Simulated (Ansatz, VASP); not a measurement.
## One calculation of InPd, two programs

INCAR

```
SYSTEM = InPd
  ALGO = Normal
  EDIFF = 1E-6
  ENCUT = 520
  GGA = PE
  ISIF = 2
  ISMEAR = 0
  LASPH = .TRUE.
  LCHARG = .FALSE.
  LREAL = .FALSE.
  LWAVE = .FALSE.
  NBANDS = 18
  NELM = 80
  PREC = Accurate
  SIGMA = 0.025
```

KPOINTS

```
k-points
0
G
  8 8 8
  0 0 0
```

POSCAR

```
InPd
1.0
    3.2718847800      0.0000000000      0.0000000000
    0.0000000000      3.2718847800      0.0000000000
    0.0000000000      0.0000000000      3.2718847800
In Pd
1 1
Direct
    0.0000000000      0.0000000000      0.0000000000
    0.5000000000      0.5000000000      0.5000000000
```

input.yaml

```yaml
crystal:
  lattice:
    - [3.27188478, 0.0, 0.0]
    - [0.0, 3.27188478, 0.0]
    - [0.0, 0.0, 3.27188478]
  atoms:
    - { symbol: In, position: [0.0, 0.0, 0.0] }
    - { symbol: Pd, position: [0.5, 0.5, 0.5] }
hamiltonian:
  xc: pbe
  pseudopotentials: { kind: paw }
kpoints:
  mp_grid: { grid: [8, 8, 8] }
scf:
  occupations: { method: gaussian, width: 0.025 }
output:
  forces: true
  stress: true
  eigenvalues: true
  write_density: true
  write_potential: true
  elf: true
  volumetric_format: npy
```

The cell comes from a database or a generator and needn't be the stable form of this composition.

Alike in both runs: task single point; functional PBE; k mesh 8 × 8 × 8; occupations gaussian, width 0.025 eV; no spin polarisation.

|  | VASP | Ansatz |
| --- | --- | --- |
| version | VASP 6.6.1 | Ansatz 0.2.0 |
| potentials or method | VASP PAW PBE potentials, release 64 (In_d, Pd) | Ansatz PAW |
| plane-wave cutoff (eV) | 520 | 420 |
| valence electrons in the cell | 23 | 31 |

```csv
,VASP,Ansatz,Ansatz less VASP
gap on the k mesh at the Fermi level (eV),none,none,-
pressure (GPa),3.7,3.7,-0.03
```

A gap of «none» marks a metal or a gap that the smearing closes. The functional is the same, so the differences come from potentials, cutoffs and numerics. The two sets of potentials don't hold the same shells in valence.
